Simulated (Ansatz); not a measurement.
# PbS (Galena) under changes of volume

One of the cells (26.086 Å³/atom); the others are scaled copies at fixed shape and fractional positions:

```
Pb S
1.0
     0.00000    2.96575    2.96575
     2.96575    0.00000    2.96575
     2.96575    2.96575    0.00000
Pb S
1 1
Cartesian
  0.0000 0.0000 0.0000
  2.9657 2.9657 2.9657
```

| Quantity | Value |
| --- | --- |
| Program | Ansatz 0.2.0 |
| Functional | PBE |
| Potentials or basis | Ansatz PAW polarizable |
| Cutoff | 420 eV (not typed: the program's choice for these potentials) |
| k mesh | 8 × 8 × 8 |
| Occupations | fermi-dirac, width 0.05 eV |
| Spin | no spin polarisation |

| volume (Å³/atom) | energy over the lowest point (meV/atom) | pressure (GPa) | gap on the mesh (eV) |
| --- | --- | --- | --- |
| 24.521 | ? | ? | ? |
| 25.042 | 30.19 | 5.0 | 0.20 |
| 25.564 | 16.32 | 3.5 | 0.28 |
| 26.086 | 6.96 | 2.2 | 0.36 |
| 26.607 | 1.64 | 1.0 | 0.43 |
| 27.129 | 0.00 | 0.0 | 0.49 |
| 27.651 | 1.67 | -1.0 | 0.55 |

What does the run at 24.521 Å³/atom give?

Energy over the lowest point 48.99 meV/atom; pressure 6.6 GPa; gap on the mesh 0.11 eV.

Worked out: A Birch-Murnaghan fit of order 3 (a polynomial in V^(-2/3)) to the other rows has its minimum at 27.12 Å³/atom with B0 = V·E''(V) = 53 GPa and B' = 4.2. It gives 48.99 meV/atom at 24.521 Å³/atom, against the run's 48.99, and -dE/dV = 6.6 GPa, against 6.6. A straight line through the other rows of the gap, of slope 3.54 eV per unit of ln V (its deformation potential), extrapolates to 0.13 eV, against the run's 0.11.

Energies are extrapolated to zero smearing.

Caveats: spin-orbit coupling is left out, which as a rule narrows the gap of such compounds by several tenths of an eV.

A mesh can miss the band edges.
